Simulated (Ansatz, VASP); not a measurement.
# AlN: VASP beside Ansatz

File POSCAR:

```
AlN
1.0
    3.1302455677      0.0000000000      0.0000000000
   -1.5651227838      2.7108721817      0.0000000000
    0.0000000000      0.0000000000      5.0179604231
Al N
2 2
Direct
    0.3333333333      0.6666666667     -0.0007713538
    0.6666666667      0.3333333333      0.4992286462
    0.3333333333      0.6666666667      0.3807713538
    0.6666666667      0.3333333333      0.8807713538
```

File INCAR.step1:

```
SYSTEM = AlN
PREC = Accurate ; ENCUT = 520
ISMEAR = 0 ; SIGMA = 0.02
LREAL = .False. ; LASPH = .True.
NELM = 100 ; NBANDS = 16
GGA = PE ; ALGO = Normal
EDIFF = 1E-4 ; LWAVE = .True.
LCHARG = .False.
```

The input INCAR.step2:

```
SYSTEM = AlN
PREC = Accurate ; ENCUT = 520
EDIFF = 1E-7 ; ISMEAR = 0
SIGMA = 0.02 ; LREAL = .False.
LASPH = .True. ; NELM = 100
ALGO = Normal ; ISIF = 2
LWAVE = .False. ; LCHARG = .False.
METAGGA = R2SCAN ; LMIXTAU = .True.
NBANDS = 16 ; ISTART = 1
```

File KPOINTS:

```
regular mesh
0
Gamma
  9 9 6
  0 0 0
```

Input for Ansatz:

```yaml
crystal:
  lattice:
    - [3.1302455677, 0.0, 0.0]
    - [-1.5651227838, 2.7108721817, 0.0]
    - [0.0, 0.0, 5.0179604231]
  atoms:
    - { symbol: Al, position: [0.3333333333, 0.6666666667, -0.0007713538] }
    - { symbol: Al, position: [0.6666666667, 0.3333333333, 0.4992286462] }
    - { symbol: "N", position: [0.3333333333, 0.6666666667, 0.3807713538] }
    - { symbol: "N", position: [0.6666666667, 0.3333333333, 0.8807713538] }
basis:
  ecutwfc: 500
kpoints:
  mp_grid: { grid: [9, 9, 6] }
  band_path:
    path:
      - [0.0, 0.0, 0.0]
      - [0.5, 0.0, 0.0]
      - [0.3333333333, 0.3333333333, 0.0]
      - [0.0, 0.0, 0.5]
      - [0.5, 0.0, 0.5]
      - [0.3333333333, 0.3333333333, 0.5]
    npoints: 1
hamiltonian:
  xc: r2scan
scf:
  occupations: { method: gaussian, width: 0.02 }
  n_extra_bands: 5
output:
  forces: true
  stress: true
  eigenvalues: true
```

Alike in both runs: task single point; functional r2SCAN; k mesh 9 × 9 × 6; occupations gaussian, width 0.02 eV; no spin polarisation.

|  | VASP | Ansatz |
| --- | --- | --- |
| version | VASP 6.6.1 | Ansatz 0.2.0 |
| potentials or method | VASP PAW PBE potentials, release 64 (Al, N) | scalar-relativistic, plane waves, PAW |
| plane-wave cutoff (eV) | 520 | 500 |
| valence electrons in the cell | 16 | 16 |

```tsv
	VASP	Ansatz	Ansatz less VASP
gap on the k mesh at the Fermi level (eV)	4.71	4.67	-0.039
least direct gap on the mesh (eV)	4.71	4.67	-0.039
pressure (GPa)	-5.0	-4.6	+0.39
largest component of the traceless stress (GPa)	0.17	0.15	-0.016
rms of the force components (eV/Å)	0.004	0.005	+0.0010
```

Atom by atom the forces differ by 0.001 eV/Å (rms over components).

Caveats: the PAW data sets were made with another functional, which shifts forces and pressure a little (VASP); an odd mesh through Γ misses points on the zone boundary, where band edges often lie.
